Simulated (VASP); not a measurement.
Input of a VASP 6.6.1 run:

File INCAR:

```
  PREC = Accurate
  ENCUT = 520
  EDIFF = 1E-6
  ISMEAR = 0
  SIGMA = 0.05
  LREAL = F
  LASPH = T
  NELM = 150
  ALGO = Fast
  ISIF = 2
  LWAVE = F
  LCHARG = T
  ISPIN = 2
  MAGMOM = 1 -0.5 0 0
  LORBIT = 11
  LMAXMIX = 4
  LDAU = T
  LDAUTYPE = 2
  LDAUL = 2 -1
  LDAUU = 7 0
  LDAUJ = 0 0
  LDAUPRINT = 1
  GGA = PE
  LELF = T
  LVHAR = T
```

The input KPOINTS:

```
regular mesh
0
Gamma
  8 8 8
```

The input POSCAR:

```
NiO
1.0
    2.0913095100      2.0913095100      4.1826190200
    2.0913095100     -2.0913095100      0.0000000000
    2.0913095100      2.0913095100      0.0000000000
Ni O
2 2
Direct
    0.0000000000      0.0000000000      0.0000000000
    0.5000000000      0.5000000000      0.0000000000
    0.5000000000      0.0000000000      0.5000000000
    0.0000000000      0.5000000000      0.5000000000
```

Potentials or basis: VASP PAW PBE potentials, release 64 (Ni, O).

Launch:

```console
$ cat potpaw_PBE.64/Ni/POTCAR potpaw_PBE.64/O/POTCAR > POTCAR
$ mpirun -np 1 vasp_std > vasp.out
```

Question: Estimate the band gap on the k mesh.

Answer: 2.93 eV.

Question: Estimate the site moments.

Answer: Ni +1.86, -1.86; O -0.05, +0.05 μB.

Eigenvalues of the final occupation matrices:
```csv
site,spin,trace,eigenvalues
site 1 d,1,5.04,0.99 0.99 0.99 1.04 1.04
site 1 d,2,3.21,0.13 0.13 0.98 0.98 0.98
site 2 d,1,3.21,0.13 0.13 0.98 0.98 0.98
site 2 d,2,5.04,0.99 0.99 0.99 1.04 1.04
```

A k mesh can miss the band edges. The state reached can hang on the start; a lower one may exist.
